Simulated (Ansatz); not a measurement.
**AlN (rocksalt type): optics runs under varied settings**

Which of these optics inputs for AlN (rocksalt type) end well? Each is run as it stands.

Method: plane waves, PAW; the settings change from run to run, as each input shows, in Ansatz 0.2.0.

## (1) The starting structure

It takes space group Fm-3m (No. 225, cubic). Conventional cell: a = 4.038 Å, b = 4.038 Å, c = 4.038 Å, α = 90.00°, β = 90.00°, γ = 90.00°. Al (site symmetry m-3m) is surrounded by 6 N at 2.02 Å. N (site symmetry m-3m) is surrounded by 6 Al at 2.02 Å.

As a file:

```cif
data_structure
_symmetry_space_group_name_H-M 'P 1'
_symmetry_Int_Tables_number 1
_cell_length_a 2.8551
_cell_length_b 2.8551
_cell_length_c 2.8551
_cell_angle_alpha 60.000
_cell_angle_beta 60.000
_cell_angle_gamma 60.000
_cell_volume 16.46
loop_
_atom_site_label
_atom_site_type_symbol
_atom_site_fract_x
_atom_site_fract_y
_atom_site_fract_z
_atom_site_occupancy
Al1 Al 0.00000 0.00000 0.00000 1
N1 N 0.50000 0.50000 0.50000 1
```

Cell and atoms come from an earlier r2SCAN relaxation.

For scale, an earlier run with the standard settings (PBE, 8×8×8, gaussian width 0.1 eV, scissors 0 eV) gave ε∞ 5.26; tallest peak of ε₂: 20.6 at 9.00 eV.

## (2) Run 1

Contents of input.yaml:

```yaml
crystal:
  lattice:
    - [0.0, 2.0188684454, 2.0188684454]
    - [2.0188684454, 0.0, 2.0188684454]
    - [2.0188684454, 2.0188684454, 0.0]
  atoms:
    - { symbol: Al, position: [0.0, 0.0, 0.0] }
    - { symbol: "N", position: [0.5, 0.5, 0.5] }
kpoints:
  mp_grid: { grid: [6, 6, 6] }
hamiltonian:
  xc: pbe
scf:
  occupations: { method: fixed }
output:
  optics:
    e_range: [2, 15]
    de: 40
    sigma: 0.03
    scissors: 0.3
    scheme: fermi_dirac
    bands: scf
```

The run is started by

```console
> ansatz run input.yaml --threads 4 --pin off --max-ram 3686MiB --backend cpu --events-out ev --progress --plain --runs-dir out
```

The log of the run, shortened:

```text
Warning: RAYON_NUM_THREADS=4 ignored (pool sized by the plan → 4); use --threads N
[...]
Pseudopotentials: kind: paw
Pseudopotential: Al, paw, valence charge 3, recommended cutoff 420 eV (normal), Al.paw.azcp
Pseudopotential: N, paw, valence charge 5, recommended cutoff 420 eV (normal), N.paw.azcp
Functional definition: PBE
[...]
Crystal: 2 atoms, lattice volume = 16.457 Å³
Basis set: ecut = 420 eV, 331 PW (Γ)
Bands: 8, of which v1, the nominal top of the filled ones, is band 4 counted from 1 (3 counted from 0)
Symmetry: 48 space group operations
Space group: Fm-3m (ITA 225), of the structure as read, at distance tolerance 2.5e-5 Å
k-points: 16 of 216
[...]
SCF iter   1: F=—  HF=-923.903497 eV  |F-HF|=—  |Δ(HF+E_count)|=         —  Δρ=1.24e-3  dr2=5.96e-5  ethr=1.77e-3  ⟨swp⟩=4.1  Hψ=770  notcnv=0  defer=25
[...]
SCF iter   6: F=-923.903665 eV  HF=-923.903665 eV  |F-HF|=1.48e-12  |Δ(HF+E_count)|=   1.97e-9  Δρ=2.61e-7  dr2=5.33e-12  ethr=1.00e-12  ⟨swp⟩=2.7  Hψ=585  notcnv=0
[...]
NSCF: frozen V_eff on 1 k-points
NSCF: frozen V_eff on 1 k-points
SCF converged after 6 iterations
Free energy (F): -923.903665 eV
[...]
E sigma→0 (E₀):  -923.903665 eV
Fermi energy:    11.292767 eV
[...]
--- Band table (eV; the first three rows and the last of 16) ---
  k-point 0: bands = ["-6.2833", "11.2928", "11.2928", "11.2928", "17.0174", "23.4106", "23.4106", "23.4106"]
[...]
```

Run time: 0.87 s. Hardware: 4 threads of Arm Neoverse V1, shared host; peak memory 0.41 GiB.

**Diagnosis.** The run ended without an error, but left no usable result. The energy step is wider than the whole range. Fix: take a step of about 0.05 eV.

## (3) Run 2

input.yaml: that of step 2 with these lines changed.

```diff
@@ -11,3 +11,3 @@
 hamiltonian:
-  xc: pbe
+  xc: lda
 scf:
@@ -16,7 +16,7 @@
   optics:
-    e_range: [2, 15]
-    de: 40
+    e_range: [2, 10]
+    de: 0.05
     sigma: 0.03
-    scissors: 0.3
-    scheme: fermi_dirac
-    bands: scf
+    scissors: 1.0
+    scheme: gaussian
+    bands: { spectra_wanted_up_to: 10 }
```

The run is started by

```console
> ansatz run input.yaml --threads 4 --pin off --max-ram 3686MiB --backend cpu --events-out ev --progress --plain --runs-dir out
```

The log of the run, shortened:

```text
Warning: RAYON_NUM_THREADS=4 ignored (pool sized by the plan → 4); use --threads N
[...]
[... 3 set-up lines as earlier in the session ...]
Functional definition: SPW92
[...]
Crystal: 2 atoms, lattice volume = 16.457 Å³
Basis set: ecut = 420 eV, 331 PW (Γ)
Bands: 8, of which v1, the nominal top of the filled ones, is band 4 counted from 1 (3 counted from 0)
[... 2 set-up lines as earlier in the session ...]
k-points: 16 of 216
[...]
SCF iter   1: F=—  HF=-889.656994 eV  |F-HF|=—  |Δ(HF+E_count)|=         —  Δρ=9.22e-3  dr2=1.40e-2  ethr=1.77e-3  ⟨swp⟩=4.0  Hψ=792  notcnv=0  defer=23
[...]
SCF iter   7: F=-889.652058 eV  HF=-889.652058 eV  |F-HF|=2.27e-13  |Δ(HF+E_count)|=  5.46e-12  Δρ=4.95e-8  dr2=1.31e-13  ethr=1.00e-12  ⟨swp⟩=2.8  Hψ=379  notcnv=0
[...]
NSCF: frozen V_eff on 16 k-points
[...]
NSCF: frozen V_eff on 1 k-points
NSCF: frozen V_eff on 1 k-points
[...]
SCF converged after 7 iterations
Free energy (F): -889.652058 eV
[...]
E sigma→0 (E₀):  -889.652058 eV
Fermi energy:    10.999958 eV
[...]
--- Band table (eV; the first three rows and the last of 16) ---
  k-point 0: bands = ["-6.4378", "11.0000", "11.0000", "11.0000", "16.8101", "22.9786", "22.9786", "22.9786"]
[...]
```

It took 1.3 s on 4 threads of Arm Neoverse V1, shared host; peak memory 0.44 GiB.

From the head of optics.tsv:

```
# eps_inf(xx yy zz) = 4.934112 4.934112 4.934112
# eps_inf_bands = all
# eps_inf_summed_bands(xx yy zz) = 4.810612 4.810612 4.810612
# eps_inf_completed(xx yy zz) = 4.934112 4.934112 4.934112
# eps2_relative_error = 0.0040
# eps_inf_relative_error = 0.0074
# f_sum_n_eff(xx yy zz) = 5.619917 5.619917 5.619917 of n_electrons = 8.000000
# n_bands = 9
# n_bands_set_by = photon_energy
# valid_up_to_ev = 14.629402
# least_direct_gap_ev = 5.810111e0 at k(fractional) = 0.000000 0.000000 0.000000, k_point = 0, channel = 0, bands = 3 4 (counted from 0)
```

The dielectric function from optics.tsv (isotropic), one row in 5 (narrow peaks fall between the rows):

```
E (eV)  ε₂ xx  ε₁ xx
  6.70   0.00   7.87
  6.95   0.28   8.47
  7.20   0.50   8.90
  7.45   0.65   9.47
  7.70   0.82  10.24
  7.95   0.99  11.46
  8.20   1.22  13.85
  8.45   6.66  16.07
  8.70   8.85  13.79
  8.95  10.28  12.98
  9.20  12.89  11.78
  9.45  14.57   9.95
  9.70  16.57   8.43
  9.95  21.63   2.37
```

Tallest peaks of ε₂: 7.8 at 8.50 eV, 21.7 at 9.90 eV.

## (4) Run 3

input.yaml: that of step 3 with these lines changed.

```diff
@@ -11,3 +11,3 @@
 hamiltonian:
-  xc: lda
+  xc: pbesol
 scf:
@@ -16,7 +16,11 @@
   optics:
-    e_range: [2, 10]
-    de: 0.05
-    sigma: 0.03
-    scissors: 1.0
-    scheme: gaussian
-    bands: { spectra_wanted_up_to: 10 }
+    e_range: [0, 15]
+    de: 0.1
+    sigma: 0.05
+    scissors: 2.5
+    scheme: fermi_dirac
+    bands: { spectra_wanted_up_to: 15 }
+  write_density: true
+  write_potential: true
+  elf: true
+  volumetric_format: npy
```

The run is started by

```console
> ansatz run input.yaml --threads 4 --pin off --max-ram 3686MiB --backend cpu --events-out ev --progress --plain --runs-dir out
```

The log of the run:

```text
Warning: RAYON_NUM_THREADS=4 ignored (pool sized by the plan → 4); use --threads N
Engine: ansatz 0.2.0, aarch64-unknown-linux-gnu
[... 3 set-up lines as earlier in the session ...]
Functional definition: PBEsol
  exchange = pbesol_x
  correlation = pbesol_c
Crystal: 2 atoms, lattice volume = 16.457 Å³
Basis set: ecut = 420 eV, 331 PW (Γ)
Bands: 8, of which v1, the nominal top of the filled ones, is band 4 counted from 1 (3 counted from 0)
[... 2 set-up lines as earlier in the session ...]
k-points: 16 of 216
Non-local potential: Al, projectors of the file, l = 0: 2, l = 1: 2, l = 2: 1
Non-local potential: N, projectors of the file, l = 0: 2, l = 1: 2, l = 2: 1
PAW form: soft (Blöchl's): semilocal exchange-correlation on the pseudo side does not see the compensation charge
PAW frozen core: Al, regenerated for the run's functional, and the local potential with it (the file was generated under x = pbe(κ = 0.804, μ = 0.2195149727645171), c = pbe(β = 0.06672455060314922))
PAW frozen core: N, regenerated for the run's functional, and the local potential with it (the file was generated under x = pbe(κ = 0.804, μ = 0.2195149727645171), c = pbe(β = 0.06672455060314922))
PAW one-centre angular grid: Al, 110 points (default); XC on 64 Gauss nodes
PAW one-centre angular grid: N, 110 points (default); XC on 64 Gauss nodes
Initial density: superposition of atomic densities (neutral atoms: chi_scale 0, normalization atom), corrected by the library's trained network
Initial wavefunctions: pseudopotential atomic-orbital guess
Functional: x = pbesol(κ = 0.804, μ = 0.12345679012345678), c = pbesol(β = 0.046)
SCF iter   1: F=—  HF=-905.753111 eV  |F-HF|=—  |Δ(HF+E_count)|=         —  Δρ=1.08e-2  dr2=1.82e-2  ethr=1.77e-3  ⟨swp⟩=4.1  Hψ=777  notcnv=0  defer=25
preconditioner: auto → none  [insulator: Δε(μ)=4.460 eV  Ē_g=16.740 eV  n_scr=0 (ndim 8)  ℏωp=25.9 eV  f_vac=0.000  ε∞_Penn≈3.4]
SCF iter   2: F=—  HF=-905.747812 eV  |F-HF|=—  |Δ(HF+E_count)|=   5.30e-3  Δρ=3.61e-3  dr2=1.43e-3  ethr=2.28e-4  ⟨swp⟩=2.7  Hψ=321  notcnv=0  defer=28
SCF iter   3: F=—  HF=-905.747374 eV  |F-HF|=—  |Δ(HF+E_count)|=   4.38e-4  Δρ=8.00e-4  dr2=3.23e-5  ethr=1.78e-5  ⟨swp⟩=2.2  Hψ=207  notcnv=0  defer=27
SCF iter   4: F=—  HF=-905.747384 eV  |F-HF|=—  |Δ(HF+E_count)|=   1.02e-5  Δρ=2.49e-5  dr2=3.57e-8  ethr=4.04e-7  ⟨swp⟩=1.0  Hψ=128  notcnv=0  defer=10
SCF iter   5: F=—  HF=-905.747386 eV  |F-HF|=—  |Δ(HF+E_count)|=   1.35e-6  Δρ=3.66e-6  dr2=3.37e-10  ethr=4.46e-10  ⟨swp⟩=2.4  Hψ=188  notcnv=0  defer=5
SCF iter   6: F=-905.747386 eV  HF=-905.747386 eV  |F-HF|=2.27e-13  |Δ(HF+E_count)|=  2.24e-10  Δρ=2.92e-7  dr2=5.21e-12  ethr=1.00e-12  ⟨swp⟩=3.4  Hψ=491  notcnv=0
SCF 1 converged in 6 iterations: F = -905.747386 eV  dr2 = 5.21e-12
NSCF: frozen V_eff on 16 k-points
Optics k sum: 0 of 16 k-points
[...]
NSCF: frozen V_eff on 1 k-points
NSCF: frozen V_eff on 1 k-points
output.optics: what the bands over the 11 summed would add to eps1, eps2 and the energy-loss function is held between a lower and an upper bound (6 Lanczos steps). eps1, eps2 and their loss function (loss_summed_bands) are given on every row as the summed bands alone make them. Along an axis, on a row where the two bounds hold the loss function to about 1 % of the greater of itself and 0.5 % of |1/eps|, its cell (loss_completed) is given, with the completed eps1 and eps2 that it is formed of (a cell that is left empty reads nan in the table and null in the record). The two bounds hold it so along every axis on all 151 rows up to 15.000 eV. The run works to bound the rows up to 15.000 eV and no higher ones: a peak of the loss function over that energy may be left empty with no warning. To have the run work for it, set output.optics.bands.spectra_wanted_up_to to a higher energy. perfect_screening_sum, loss_f_sum_n_eff and, beside carriers, perfect_screening_limit are those of loss_summed_bands: over the bounded function the two sums would run over rows that are not all bounded, and lack what the bands left out lay past the top of the energy grid. Bounded is said of the bands left out alone, which are those that the basis at basis.ecutwfc holds: it says nothing of that cutoff, of the k-point mesh, of what the sum inside its cells errs by (eps2_relative_error), of the factors of all_electron_strengths, nor of how far the SCF is converged. The bands left out are taken at the k-points, and what their mean over the points' cells stands off that by is in neither bound: the run's estimate of it, which the test of a row counts in, is 0.04 % of |eps| at the most among the values given; where the mean stood off by over 0.5 % the points' spread read 0.1 to 3 times that
SCF converged after 6 iterations
Free energy (F): -905.747386 eV
Harris-Foulkes:  -905.747386 eV  (|F-HF|=2.27e-13)
Internal energy: -905.747386 eV  (E = F + TS)
E sigma→0 (E₀):  -905.747386 eV
Fermi energy:    11.208329 eV
--- Per-component energies (eV) ---
  E_band       = 38.462275
  E_kinetic    = 162.689966
  E_local      = -167.900978  (includes V_loc(G=0)·N_el)
  E_nonlocal   = 54.485933
  E_hartree    = 60.946742
  E_xc         = -102.286327
  E_vxc        = -109.650996  (∫ρ·V_xc dr)
  E_paw        = -577.471612  (= ΣΔE_a)
  E_vpaw       = -23.055211  (= ΣTr[D̂ρ^β])
  E_aug_tail   = 0.000094  (compensation charges beyond the density's cutoff)
  E_ewald      = -336.258441
  E_core_change = 0.047238  (= ΣΔE_core)
  E_smearing   = -0.000000  (= −TS)
  E_closure    = -0.000000  (closes the sum)
  Σ components = -905.747386   (vs F -905.747386, Δ=0.00e0)
--- Band table (eV; the first three rows and the last of 16) ---
  k-point 0: bands = ["-6.3679", "11.2083", "11.2083", "11.2083", "16.9150", "23.1996", "23.1996", "23.1996"]
  k-point 1: bands = ["-5.7999", "8.7983", "10.8919", "10.8919", "18.0493", "21.8361", "23.7659", "23.7659"]
  k-point 2: bands = ["-4.2798", "4.9424", "10.3479", "10.3479", "17.6705", "22.7832", "22.7832", "23.3251"]
  k-point 15: bands = ["-1.9336", "4.5075", "6.6101", "7.5015", "18.1433", "19.3898", "23.7922", "24.8297"]
```

Run time: 1.5 s. Hardware: 4 threads of Arm Neoverse V1, shared host; peak memory 0.49 GiB.

From the head of optics.tsv:

```
# eps_inf(xx yy zz) = 4.480903 4.480903 4.480903
# eps_inf_bands = all
# eps_inf_summed_bands(xx yy zz) = 4.409340 4.409340 4.409340
# eps_inf_completed(xx yy zz) = 4.480903 4.480903 4.480903
# eps2_relative_error = 0.0037
# eps_inf_relative_error = 0.0050
# f_sum_n_eff(xx yy zz) = 5.930714 5.930714 5.930714 of n_electrons = 8.000000
# n_bands = 11
# n_bands_set_by = photon_energy
# valid_up_to_ev = 19.443552
# least_direct_gap_ev = 5.706656e0 at k(fractional) = 0.000000 0.000000 0.000000, k_point = 0, channel = 0, bands = 3 4 (counted from 0)
```

The dielectric function from optics.tsv (isotropic), one row in 5 (narrow peaks fall between the rows):

```csv
E (eV),ε₂ xx,ε₁ xx
7.90,0.00,7.28
8.40,0.34,8.31
8.90,0.68,9.31
9.40,1.04,11.33
9.90,5.95,14.59
10.40,9.93,13.23
10.90,14.24,10.25
11.40,20.54,4.25
11.90,12.19,-4.21
12.40,7.27,-3.37
12.90,5.17,-1.10
13.40,6.71,-0.47
13.90,4.68,-0.53
14.40,7.46,1.30
14.90,7.84,-1.13
```

Tallest peaks of ε₂: 20.5 at 11.40 eV, 6.7 at 13.40 eV, 7.9 at 14.80 eV.

## (5) Run 4

Contents of input.yaml:

```yaml
crystal:
  lattice:
    - [0.0, 2.0188684454, 2.0188684454]
    - [2.0188684454, 0.0, 2.0188684454]
    - [2.0188684454, 2.0188684454, 0.0]
  atoms:
    - { symbol: Al, position: [0.0, 0.0, 0.0] }
    - { symbol: "N", position: [0.5, 0.5, 0.5] }
kpoints:
  mp_grid: { grid: [6, 6, 6] }
hamiltonian:
  xc: pbe
scf:
  occupations: { method: fixed }
output:
  optics:
    e_range: [2, 15]
    de: 0.1
    sigma: 0.25
    scissors: 0
    scheme: fermi_dirac
    bands: auto
```

The run is started by

```console
> ansatz run input.yaml --threads 4 --pin off --max-ram 3686MiB --backend cpu --events-out ev --progress --plain --runs-dir out
```

The log of the run:

```text
Warning: RAYON_NUM_THREADS=4 ignored (pool sized by the plan → 4); use --threads N
[... 5 set-up lines as earlier in the session ...]
  parameter kappa = 0.804
  parameter beta = 0.06672455060314922
  exchange = pbe_x(kappa = kappa, mu = beta*pi^2/3)
  correlation = pbe_c(beta = beta)
Crystal: 2 atoms, lattice volume = 16.457 Å³
Basis set: ecut = 420 eV, 331 PW (Γ)
Bands: 8, of which v1, the nominal top of the filled ones, is band 4 counted from 1 (3 counted from 0)
[... 2 set-up lines as earlier in the session ...]
k-points: 16 of 216
[... 7 set-up lines as earlier in the session ...]
Functional: x = pbe(κ = 0.804, μ = 0.2195149727645171), c = pbe(β = 0.06672455060314922)
SCF iter   1: F=—  HF=-923.903497 eV  |F-HF|=—  |Δ(HF+E_count)|=         —  Δρ=1.24e-3  dr2=5.96e-5  ethr=1.77e-3  ⟨swp⟩=4.1  Hψ=770  notcnv=0  defer=25
preconditioner: auto → none  [insulator: Δε(μ)=4.664 eV  Ē_g=16.874 eV  n_scr=0 (ndim 8)  ℏωp=25.9 eV  f_vac=0.000  ε∞_Penn≈3.4]
SCF iter   2: F=—  HF=-923.903614 eV  |F-HF|=—  |Δ(HF+E_count)|=   1.17e-4  Δρ=6.40e-4  dr2=1.64e-5  ethr=7.45e-7  ⟨swp⟩=2.0  Hψ=346  notcnv=0  defer=27
SCF iter   3: F=—  HF=-923.903666 eV  |F-HF|=—  |Δ(HF+E_count)|=   5.24e-5  Δρ=1.72e-4  dr2=4.30e-6  ethr=2.05e-7  ⟨swp⟩=2.2  Hψ=182  notcnv=0  defer=22
SCF iter   4: F=—  HF=-923.903665 eV  |F-HF|=—  |Δ(HF+E_count)|=   1.07e-6  Δρ=2.16e-5  dr2=4.04e-8  ethr=5.37e-8  ⟨swp⟩=2.2  Hψ=180  notcnv=0  defer=6
SCF iter   5: F=—  HF=-923.903665 eV  |F-HF|=—  |Δ(HF+E_count)|=   6.00e-7  Δρ=6.29e-6  dr2=1.80e-9  ethr=5.05e-10  ⟨swp⟩=2.6  Hψ=192  notcnv=0  defer=2
SCF iter   6: F=-923.903665 eV  HF=-923.903665 eV  |F-HF|=1.48e-12  |Δ(HF+E_count)|=   1.97e-9  Δρ=2.61e-7  dr2=5.33e-12  ethr=1.00e-12  ⟨swp⟩=2.7  Hψ=585  notcnv=0
SCF 1 converged in 6 iterations: F = -923.903665 eV  dr2 = 5.33e-12
NSCF: frozen V_eff on 16 k-points
Optics k sum: 0 of 16 k-points
[...]
NSCF: frozen V_eff on 1 k-points
NSCF: frozen V_eff on 1 k-points
output.optics: what the bands over the 23 summed would add to eps1, eps2 and the energy-loss function is held between a lower and an upper bound (5 Lanczos steps). eps1, eps2 and their loss function (loss_summed_bands) are given on every row as the summed bands alone make them. Along an axis, on a row where the two bounds hold the loss function to about 1 % of the greater of itself and 0.5 % of |1/eps|, its cell (loss_completed) is given, with the completed eps1 and eps2 that it is formed of (a cell that is left empty reads nan in the table and null in the record). The two bounds hold it so along every axis on all 131 rows up to 15.000 eV. The run works to bound the rows up to 33.656 eV and no higher ones: a peak of the loss function over that energy may be left empty with no warning. To have the run work for it, set output.optics.bands.spectra_wanted_up_to to a higher energy. perfect_screening_sum, loss_f_sum_n_eff and, beside carriers, perfect_screening_limit are those of loss_summed_bands: over the bounded function the two sums would run over rows that are not all bounded, and lack what the bands left out lay past the top of the energy grid. Bounded is said of the bands left out alone, which are those that the basis at basis.ecutwfc holds: it says nothing of that cutoff, of the k-point mesh, of what the sum inside its cells errs by (eps2_relative_error), of the factors of all_electron_strengths, nor of how far the SCF is converged. The bands left out are taken at the k-points, and what their mean over the points' cells stands off that by is in neither bound: the run's estimate of it, which the test of a row counts in, is 0.00 % of |eps| at the most among the values given; where the mean stood off by over 0.5 % the points' spread read 0.1 to 3 times that
SCF converged after 6 iterations
Free energy (F): -923.903665 eV
Harris-Foulkes:  -923.903665 eV  (|F-HF|=1.48e-12)
Internal energy: -923.903665 eV  (E = F + TS)
E sigma→0 (E₀):  -923.903665 eV
Fermi energy:    11.292767 eV
--- Per-component energies (eV) ---
  E_band       = 39.259739
  E_kinetic    = 163.275387
  E_local      = -168.837072  (includes V_loc(G=0)·N_el)
  E_nonlocal   = 54.280639
  E_hartree    = 61.790428
  E_xc         = -103.274531
  E_vxc        = -110.022560  (∫ρ·V_xc dr)
  E_paw        = -594.880171  (= ΣΔE_a)
  E_vpaw       = -23.017621  (= ΣTr[D̂ρ^β])
  E_aug_tail   = 0.000097  (compensation charges beyond the density's cutoff)
  E_ewald      = -336.258441
  E_smearing   = -0.000000  (= −TS)
  E_closure    = 0.000000  (closes the sum)
  Σ components = -923.903665   (vs F -923.903665, Δ=0.00e0)
--- Band table (eV; the first three rows and the last of 16) ---
  k-point 0: bands = ["-6.2833", "11.2928", "11.2928", "11.2928", "17.0174", "23.4106", "23.4106", "23.4106"]
  k-point 1: bands = ["-5.7193", "8.8954", "10.9798", "10.9798", "18.1745", "22.0400", "23.9719", "23.9719"]
  k-point 2: bands = ["-4.2148", "5.0659", "10.4404", "10.4404", "17.8476", "22.9839", "22.9839", "23.4779"]
  k-point 15: bands = ["-1.9135", "4.6576", "6.7460", "7.6214", "18.2889", "19.5978", "23.9722", "25.0113"]
```

Run time: 1.4 s. Hardware: 4 threads of Arm Neoverse V1, shared host; peak memory 0.35 GiB.

optics.tsv begins:

```
# eps_inf(xx yy zz) = 5.272734 5.272734 5.272734
# eps_inf_bands = all
# eps_inf_summed_bands(xx yy zz) = 5.259888 5.259888 5.259888
# eps_inf_completed(xx yy zz) = 5.272734 5.272734 5.272734
# eps2_relative_error = 0.0028
# eps_inf_relative_error = 0.0038
# f_sum_n_eff(xx yy zz) = 6.968088 6.968088 6.968088 of n_electrons = 8.000000
# n_bands = 23
# n_bands_set_by = photon_energy
# valid_up_to_ev = 47.781136
# least_direct_gap_ev = 5.724675e0 at k(fractional) = 0.000000 0.000000 0.000000, k_point = 0, channel = 0, bands = 3 4 (counted from 0)
```

The dielectric function from optics.tsv (isotropic), one row in 7 (narrow peaks fall between the rows):

```csv
E (eV),ε₂ xx,ε₁ xx
4.90,0.01,6.93
5.60,0.16,7.93
6.30,0.69,9.36
7.00,2.29,11.86
7.70,7.46,13.12
8.40,13.05,10.11
9.10,15.30,2.13
9.80,9.53,-2.47
10.50,6.19,-1.04
11.20,5.75,-0.17
11.90,6.37,0.55
12.60,7.25,-1.29
13.30,5.69,-3.18
14.00,3.82,-3.13
14.70,2.96,-2.71
```

Tallest peaks of ε₂: 15.6 at 8.90 eV, 7.3 at 12.50 eV.

## (6) How the runs ended

| run | settings | ended | result | fault | time |
| --- | --- | --- | --- | --- | --- |
| 1 | PBE, 6×6×6, fermi-dirac width 0.03 eV, scissors 0.3 eV | ended, no usable result |  | the energy step is wider than the whole range | 0.87 s |
| 2 | LDA, 6×6×6, gaussian width 0.03 eV, scissors 1 eV | converged | ε∞ 4.93; tallest peak of ε₂: 21.7 at 9.90 eV (range ends at 10.0 eV) (peaks narrower than the grid or mesh resolves) |  | 1.3 s |
| 3 | PBEsol, 6×6×6, fermi-dirac width 0.05 eV, scissors 2.5 eV | converged | ε∞ 4.48; tallest peak of ε₂: 20.5 at 11.40 eV (peaks narrower than the grid or mesh resolves) |  | 1.5 s |
| 4 | PBE, 6×6×6, fermi-dirac width 0.25 eV, scissors 0 eV | converged | ε∞ 5.27; tallest peak of ε₂: 15.6 at 8.90 eV |  | 1.4 s |

1 ended, no usable result, 3 converged. Among the runs without a faulty setting ε∞ spans 4.48 (PBEsol, scissors 2.5 eV) to 5.27 (PBE, scissors 0 eV); the bands summed and other settings may differ too, as the inputs show. These values shouldn't be quoted for the material: the settings weren't chosen for accuracy.
